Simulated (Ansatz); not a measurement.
A crystal relaxed with r2SCAN+rVV10 in the plane-wave code Ansatz has space group P-3m1 (No. 164) and a = 3.630 Å, c = 5.878 Å.

| atom | site | x | y | z |
| --- | --- | --- | --- | --- |
| Hf | 1a | 0.0000 | 0.0000 | 0.0000 |
| Xx | 2d | 0.3333 | 0.6667 | 0.2446 |

r2SCAN gives an indirect gap of 1.34 eV, from k = (-0.083, 0.003, 0.003) to L; the least direct gap is 2.24 eV at k = (0, 1/4, 1/4). The HSE06 gap is indirect, 1.85 eV (k = (-0.083, 0.003, 0.003) to L), below the direct gap of 2.82 eV at k = (0, 1/4, 1/4). The PBE gap is indirect, 1.03 eV (Γ–M (0.17 of the way from Γ) to L), below the direct gap of 1.89 eV at k = (0, 1/4, 1/4). Meshes: r2SCAN 12×12×4, HSE06 6×6×4, PBE 12×12×4. r2SCAN's ε∞ is 8.8 along x and y, 4.8 along z.

**Question.** Which element is Xx?
A. Te
B. S
C. Se
D. O

**Answer.** B. Xx is S: HfS2, CdI2 type. Hf has 6 S at 2.54 Å; S has 3 Hf at 2.54 Å.

Calculated for a static, non-magnetic cell.

Spin-orbit coupling is left out, which matters wherever the heavy atoms make up the band edges.

Where an edge lies off the special points, it is a point of the mesh or the k point where a search put PBE's edge or least direct gap, reused for the other functionals, whose own edges may lie a little apart.

Coordinates of k points refer to the reciprocal vectors of the primitive cell of the runs.

The meshes of the hybrids are coarse, so their gaps aren't converged to the digits shown.
